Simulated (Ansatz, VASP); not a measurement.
**One calculation of Bi, two programs**

```
Bi
1.0
     3.53451   -3.17380    0.00000
     3.53451    3.17380    0.00000
    -1.27682    0.00000    3.15452
Bi
2
Direct
  0.75306 0.75306 0.85738
  0.24694 0.24694 0.14262
```

Change from the starting cell: volume scaled by 1.04.

Alike in both runs: task single point; functional PBE; k mesh 6 × 6 × 9; occupations fermi-dirac, width 0.05 eV; no spin polarisation.

|  | VASP | Ansatz |
| --- | --- | --- |
| version | VASP 6.6.1 | Ansatz 0.2.0 |
| potentials or method | VASP PAW PBE potentials, release 64 (Bi_d) | Ansatz PAW |
| plane-wave cutoff (eV) | 520 | 420 |
| valence electrons in the cell | 30 | 30 |

Ansatz gave:

```
gap on the k mesh at the Fermi level (eV)       : none
pressure (GPa)                                  : -1.7
largest component of the traceless stress (GPa) : 0.67
rms of the force components (eV/Å)              : 0.054
```

Question: Which values does VASP return?

Answer: gap on the k mesh at the Fermi level (eV): none; pressure (GPa): -1.8; largest component of the traceless stress (GPa): 0.68; rms of the force components (eV/Å): 0.053.

Atom by atom the forces differ by 0.001 eV/Å (rms over components). A gap of «none» marks a metal or a gap that the smearing closes. The functional is the same, so the differences come from potentials, cutoffs and numerics.

Caveats: spin-orbit coupling is left out, which moves the levels of the heavy elements.
